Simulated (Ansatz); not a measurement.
# Sb: response to strain

Aim: deform Sb (zz strain of +1 %) and compute stress, forces and field gradients with LAPW, PAW and all-electron datasets made for the crystal.

Computed with Ansatz 0.2.0 (DFT PBE, scalar-relativistic, unless a step's input says otherwise).

### 1 Starting point

It takes space group P6_3/mmc (No. 194, hexagonal). Conventional cell: a = 3.369 Å, b = 3.369 Å, c = 5.330 Å, α = 90.00°, β = 90.00°, γ = 120.00°. Sb (site symmetry -6m2) is surrounded by 12 Sb at 3.30 to 3.37 Å.

Coordinates:

```cif
data_structure
_symmetry_space_group_name_H-M 'P6_3/mmc'
_symmetry_Int_Tables_number 194
_cell_length_a 3.3690
_cell_length_b 3.3690
_cell_length_c 5.3300
_cell_angle_alpha 90.000
_cell_angle_beta 90.000
_cell_angle_gamma 120.000
_cell_volume 52.39
loop_
_atom_site_label
_atom_site_type_symbol
_atom_site_symmetry_multiplicity
_atom_site_Wyckoff_symbol
_atom_site_fract_x
_atom_site_fract_y
_atom_site_fract_z
_atom_site_occupancy
Sb1 Sb 2 c 0.33333 0.66667 0.25000 1
```

The file gives the conventional cell by its symmetry; the runs use the cell typed in the input.

Atoms are numbered in the order of the input: Sb1, Sb2.

### 2 After the deformation

Space group P6_3/mmc before, P6_3/mmc after.

### 3 Full-potential LAPW

input.yaml reads:

```yaml
crystal:
  lattice:
    - [3.3690001795, 0.0, 0.0]
    - [-1.6845000898, 2.9176397408, 0.0]
    - [0.0, 0.0, 5.3833]
  atoms:
    - { symbol: Sb, position: [0.3333333333, 0.6666666667, 0.25] }
    - { symbol: Sb, position: [0.6666666667, 0.3333333333, 0.75] }
kpoints:
  mp_grid: { grid: [12, 12, 7] }
  band_path:
    path:
      - [0.0, 0.0, 0.0]
      - [0.5, 0.0, 0.0]
      - [0.3333333333, 0.3333333333, 0.0]
      - [0.0, 0.0, 0.0]
      - [0.0, 0.0, 0.5]
      - [0.5, 0.0, 0.5]
      - [0.3333333333, 0.3333333333, 0.5]
      - [0.0, 0.0, 0.5]
      - [0.5, 0.0, 0.5]
    npoints: 5
scf:
  occupations: { method: fermi_dirac, width: 0.05 }
hamiltonian:
  xc: pbe
  pseudopotentials: { kind: all_electron, lapw: { basis_error: 0.0005 } }
output:
  forces: true
  stress: true
  eigenvalues: true
```

Started as:

```
$ ansatz run input.yaml --threads 1 --pin off --max-ram 3072MiB --backend cpu --events-out ev --progress --plain --runs-dir out
```

### 4 PAW on the default files

input.yaml reads:

```yaml
crystal:
  lattice:
    - [3.3690001795, 0.0, 0.0]
    - [-1.6845000898, 2.9176397408, 0.0]
    - [0.0, 0.0, 5.3833]
  atoms:
    - { symbol: Sb, position: [0.3333333333, 0.6666666667, 0.25] }
    - { symbol: Sb, position: [0.6666666667, 0.3333333333, 0.75] }
kpoints:
  mp_grid: { grid: [12, 12, 7] }
scf:
  occupations: { method: fermi_dirac, width: 0.05 }
hamiltonian:
  xc: pbe
  pseudopotentials: { kind: paw }
output:
  forces: true
  stress: true
  eigenvalues: true
  efg: { contact_densities: true }
  write_density: true
  write_potential: true
  elf: true
  volumetric_format: npy
```

### 5 All-electron PAW on datasets made for the crystal

Edit input.yaml of step 4 so:

```diff
@@ -14,3 +14,3 @@
   xc: pbe
-  pseudopotentials: { kind: paw }
+  pseudopotentials: { kind: all_electron, datasets: crystal }
 output:
@@ -20,5 +20 @@
   efg: { contact_densities: true }
-  write_density: true
-  write_potential: true
-  elf: true
-  volumetric_format: npy
```

(Steps that only read results are left out.)

**Question.** What will these runs give? Wanted: pressure; largest shear or deviatoric stress.

The runs gave:

```
                                 quantity                                           value
                                 pressure  LAPW 2.32, PAW 2.31, crystal datasets 2.32 GPa
largest shear or deviatoric stress (LAPW)                                        0.72 GPa
```

The largest part of the stress beyond the pressure is 0.72 GPa in size, in the zz component; the atoms are carried along and not relaxed. No run of the undeformed cell stands beside it, so the pressure holds what the given cell had before the change. PAW: stress within 0.01 GPa of LAPW. Crystal datasets: stress within 0.01 GPa of LAPW. Spin-orbit coupling is left out, though the cell holds Sb; in elements this heavy it can shift bands and gaps by tenths of an eV.
